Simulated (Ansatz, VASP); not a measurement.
Two plane-wave programs on Au

```xyz
1
Lattice="0.0000 2.0350 2.0350 2.0350 0.0000 2.0350 2.0350 2.0350 0.0000" Properties=species:S:1:pos:R:3 pbc="T T T"
Au    0.0000    0.0000    0.0000
```

Alike in both runs: task band structure; functional revPBE; k mesh 11 × 11 × 11; occupations fermi-dirac, width 0.05 eV; no spin polarisation.

|  | VASP | Ansatz |
| --- | --- | --- |
| version | VASP 6.6.1 | Ansatz 0.2.0 |
| potentials or method | VASP PAW PBE potentials, release 64 (Au) | Ansatz PAW |
| plane-wave cutoff (eV) | 520 | 420 |
| valence electrons in the cell | 11 | 19 |

```tsv
	VASP	Ansatz	Ansatz less VASP
gap on the k mesh at the Fermi level (eV)	none	none	-
pressure (GPa)	13.5	13.7	+0.26
```

A gap of «none» marks a metal or a gap that the smearing closes. The functional is the same, so the differences come from potentials, cutoffs and numerics. The two sets of potentials don't hold the same shells in valence.

Caveats: spin-orbit coupling is left out, which moves the levels of the heavy elements; the PAW data sets were made with another functional, which shifts forces and pressure a little (VASP); the PAW data sets come from PBE, with cores solved anew for the run's functional, which leaves a small shift of forces and pressure (Ansatz).
